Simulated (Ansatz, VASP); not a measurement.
**Si: VASP beside Ansatz**

```
Si
1.0
     3.87000    0.00000    0.00000
    -1.93500    3.35152    0.00000
     0.00000    0.00000    3.68000
Si
2
Direct
  0.33333 0.66667 0.94022
  0.66667 0.33333 0.05978
```

Alike in both runs: task relaxation of cell and atoms; functional PBE; dispersion D3(BJ); k mesh 18 × 18 × 16; occupations gaussian, width 0.1 eV; no spin polarisation.

|  | VASP | Ansatz |
| --- | --- | --- |
| version | VASP 6.6.1 | Ansatz 0.2.0 |
| potentials or method | VASP PAW PBE potentials, release 64 (Si) | scalar-relativistic, plane waves, PAW |
| plane-wave cutoff (eV) | 600 | 420 |
| valence electrons in the cell | 8 | 8 |

|  | VASP | Ansatz | Ansatz less VASP |
| --- | --- | --- | --- |
| gap on the k mesh at the Fermi level, each at its own relaxed structure (eV) | none | none | - |
| relaxed volume (Å³/atom) | 20.63 | 20.64 | +0.010 |
| relaxed cell length with the largest relative difference (Å) | 3.227 | 3.228 | +0.0009 |
| energy change over the relaxation (meV/atom) | -158 | -159 | -1.1 |

A gap of «none» marks a metal or a gap that the smearing closes. Ansatz warned: «dispersion_switch_in_reach».

Caveats: pairwise dispersion overbinds metals, which lowers pressure and volume.
